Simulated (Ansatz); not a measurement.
**GaP under strains and displacements**

The calculation used DFT PBE, scalar-relativistic, plane waves, PAW in Ansatz.

Settings: cutoff 420 eV, Γ-centred mesh 9×9×9 on the computed 4-atom cell, Gaussian smearing of 0.02 eV; no spin polarisation.

Reference cell:

```
CELL_PARAMETERS angstrom
1.94302 1.12180 6.43081
-1.94302 1.12180 6.43081
0.00000 -2.24360 6.43081
ATOMIC_POSITIONS crystal
Ga 0.43537 0.43537 0.43537
Ga 0.56463 0.56463 0.56463
P 0.05739 0.05739 0.05739
P 0.94261 0.94261 0.94261
```

Each variant moves atoms of this cell by the vectors given, if any (Å), and then applies a symmetric strain (tensor components, Cartesian axes). The reference cell isn't relaxed at this level. Energies are per atom at zero smearing, counted from the lowest variant. Pressure is positive in compression.

1. strain (xx yy zz yz xz xy, %) 2.93 2.93 5.93 0.00 0.00 0.00; moves: Ga1 (0.000, 0.000, -0.036); Ga2 (0.000, 0.000, 0.036); P3 (0.000, 0.000, 0.022); P4 (0.000, 0.000, -0.022)
2. strain (xx yy zz yz xz xy, %) -5.01 -5.01 3.99 0.00 0.00 0.00; moves: Ga1 (0.000, 0.000, -0.068); Ga2 (0.000, 0.000, 0.068); P3 (0.000, 0.000, -0.050); P4 (0.000, 0.000, 0.050)
3. strain (xx yy zz yz xz xy, %) 1.54 1.54 -7.46 0.00 0.00 0.00; moves: Ga1 (0.000, 0.000, -0.067); Ga2 (0.000, 0.000, 0.067); P3 (0.000, 0.000, 0.125); P4 (0.000, 0.000, -0.125)
4. strain (xx yy zz yz xz xy, %) 2.75 2.75 -6.25 0.00 0.00 0.00; moves: Ga1 (0.000, 0.000, -0.035); Ga2 (0.000, 0.000, 0.035); P3 (0.000, 0.000, 0.024); P4 (0.000, 0.000, -0.024)

```tsv
result	ΔE (meV/atom)	P (GPa)	largest force (eV/Å)	gap on mesh (eV)
A	45.9	6.86	1.33	0.71
B	33.5	3.51	1.22	0
C	15.1	-6.11	0.74	0.53
D	0.0	2.04	0.88	0.27
```

**Question.** Which variant gave which result?

**Answer.** A is 2, B is 3, C is 1, D is 4. The pressure falls as the cell grows: from the smallest volume to the largest the variants are 2, 3, 4, 1.

An odd mesh misses points on the zone edge, so a gap read on it can be too wide. The smearing is narrow for a metal on this mesh.

This form isn't the usual stable structure of the compound.